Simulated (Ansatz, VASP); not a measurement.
**As: VASP beside Ansatz**

INCAR

```
  ALGO = Normal
  EDIFF = 1E-7
  ENCUT = 520
  GGA = CA
  ISIF = 2
  ISMEAR = -1
  LASPH = T
  LCHARG = T
  LELF = T
  LREAL = F
  LVHAR = T
  LWAVE = F
  NBANDS = 8
  NELM = 80
  PREC = Accurate
  SIGMA = 0.1
```

The input KPOINTS:

```
k-points
0
Gamma
  17 17 17
```

File POSCAR:

```
As
1.0
    0.0000000000      1.8518430234      1.8518430234
    1.8518430234      0.0000000000      1.8518430234
    1.8518430234      1.8518430234      0.0000000000
As
1
Direct
    0.0000000000      0.0000000000      0.0000000000
```

Input for Ansatz:

```yaml
crystal:
  lattice:
    - [0.0, 1.8518430234, 1.8518430234]
    - [1.8518430234, 0.0, 1.8518430234]
    - [1.8518430234, 1.8518430234, 0.0]
  atoms:
    - { symbol: As, position: [0.0, 0.0, 0.0] }
kpoints:
  mp_grid: { grid: [17, 17, 17] }
scf:
  occupations: { method: fermi_dirac, width: 0.1 }
hamiltonian:
  xc: lda
  pseudopotentials: { kind: paw }
output:
  forces: true
  stress: true
  eigenvalues: true
  populations: true
```

Change from the starting cell: volume scaled by 0.7, PAW files.

Alike in both runs: task single point; functional LDA; k mesh 17 × 17 × 17; occupations fermi-dirac, width 0.1 eV; no spin polarisation.

|  | VASP | Ansatz |
| --- | --- | --- |
| version | VASP 6.6.1 | Ansatz 0.2.0 |
| potentials or method | VASP PAW LDA potentials, release 64 (As) | PAW with Ansatz's default frozen-core files, scalar-relativistic |
| plane-wave cutoff (eV) | 520 | 420 |
| valence electrons in the cell | 5 | 15 |

VASP gave:

* pressure (GPa): 72.9

Q: What did Ansatz give for the same quantities?

A: Pressure (GPa): 70.6.

The two sets of potentials don't hold the same shells in valence.

Caveats: the cell as given lies far from equilibrium; so large a pressure means that the cell lies far from this level's equilibrium, or that cutoff or potentials fall short (VASP).
